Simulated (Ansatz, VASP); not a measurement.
## One calculation of InP, two programs

The input INCAR:

```
PREC = Accurate ; ENCUT = 600
EDIFF = 1E-7 ; ISMEAR = -1
SIGMA = 0.05 ; LREAL = False
LASPH = True ; NELM = 80
ALGO = Normal ; ISIF = 3
LWAVE = False ; LCHARG = False
GGA = B5 ; ALDAX = 1.0
AGGAX = 1.0 ; AGGAC = 1.0
ALDAC = 0.0 ; IBRION = 2
NSW = 60 ; EDIFFG = -0.01
```

File KPOINTS:

```
Automatic mesh
0
Gamma
  8 8 8
```

POSCAR

```
InP
1.0
    0.0000000000      2.7688340000      2.7688340000
    2.7688340000      0.0000000000      2.7688340000
    2.7688340000      2.7688340000      0.0000000000
In P
1 1
Direct
    0.0000000000      0.0000000000      0.0000000000
    0.5000000000      0.5000000000      0.5000000000
```

input.yaml

```yaml
crystal:
  lattice:
    - [0.0, 2.768834, 2.768834]
    - [2.768834, 0.0, 2.768834]
    - [2.768834, 2.768834, 0.0]
  atoms:
    - { symbol: In, position: [0.0, 0.0, 0.0] }
    - { symbol: P, position: [0.5, 0.5, 0.5] }
hamiltonian:
  xc: blyp
  pseudopotentials: { kind: paw }
kpoints:
  mp_grid: { grid: [8, 8, 8] }
scf:
  occupations: { method: fermi_dirac, width: 0.05 }
output:
  forces: true
  stress: true
  eigenvalues: true
relax:
  f_tol: 0.01
  max_steps: 40
  cell: { stress_tol: 0.05 }
```

Measurements of this composition are mostly on another form, of space group No. 216.

Alike in both runs: task relaxation of cell and atoms; functional BLYP; k mesh 8 × 8 × 8; occupations fermi-dirac, width 0.05 eV; no spin polarisation.

|  | VASP | Ansatz |
| --- | --- | --- |
| version | VASP 6.6.1 | Ansatz 0.2.0 |
| potentials or method | VASP PAW PBE potentials, release 64 (In_d, P) | Ansatz PAW |
| plane-wave cutoff (eV) | 600 | 420 |
| valence electrons in the cell | 18 | 18 |

Ansatz gave:

| Property | Result |
| --- | --- |
| gap on the k mesh at the Fermi level, each at its own relaxed structure (eV) | none |
| relaxed volume (Å³/atom) | 22.95 |
| relaxed cell length with the largest relative difference (Å) | 4.019 |
| energy change over the relaxation (meV/atom) | -26 |

Task: Which values does VASP return?

Result: gap on the k mesh at the Fermi level, each at its own relaxed structure (eV): none; relaxed volume (Å³/atom): 22.98; relaxed cell length with the largest relative difference (Å): 4.021; energy change over the relaxation (meV/atom): -27.

A gap of «none» marks a metal or a gap that the smearing closes.

Caveats: the PAW data sets were made with another functional, which shifts forces and pressure a little (VASP); the plane-wave basis is chosen anew once the cell has moved, so the energies of steps on either side of that aren't comparable (Ansatz); the PAW data sets come from PBE, with cores solved anew for the run's functional, which leaves a small shift of forces and pressure (Ansatz).
